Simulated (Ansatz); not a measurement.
**Infrared modes and screening in SrO (rocksalt)**

Perturbation theory with PBEsol in Ansatz 0.2.0 on the PBEsol cell, ground state and force constants on an 8×8×8 mesh. No spin polarisation and no zero-point or thermal motion.

The symmetry is Fm-3m (No. 225, cubic); conventional cell a = 5.123 Å, 16.80 Å³ an atom. Sr is surrounded by 6 O at 2.56 Å; O is surrounded by 6 Sr at 2.56 Å.

```yaml
crystal:
  lattice:
    - [0.00000, 2.56125, 2.56125]
    - [2.56125, 0.00000, 2.56125]
    - [2.56125, 2.56125, 0.00000]
  atoms:
    - { symbol: Sr, position: [0.00000, 0.00000, 0.00000] }
    - { symbol: O, position: [0.50000, 0.50000, 0.50000] }
```

Optical modes without the longitudinal term:

| ω (cm⁻¹) | degeneracy | IR intensity, summed over the level ((D/Å)²/amu) |
| --- | --- | --- |
| 203 | 3 | 30.88 |

The optical mode at Γ lies at 203 cm⁻¹ without the longitudinal term. With the long-range field the highest mode reaches 458 cm⁻¹.

The electronic dielectric tensor ε∞ is 3.87 in all directions. With the ions relaxed, ε⁰ is 19.8 in all directions. Born charges, averaged over directions: Sr +2.46, O -2.46 e.

With one polar mode in a cubic crystal the Lyddane-Sachs-Teller relation applies: (ω_LO/ω_TO)² = (458.3/202.7)² = 5.110, and ε⁰/ε∞ = 19.765/3.868 = 5.110. The refractive index √ε∞ is 1.97.

For comparison, on the r2SCAN cell the mean ε∞ is 3.52 with r2SCAN (ground state on 8×8×8; least gap 3.80 eV), 3.79 with PBE (ground state on 8×8×8; least gap 3.32 eV).
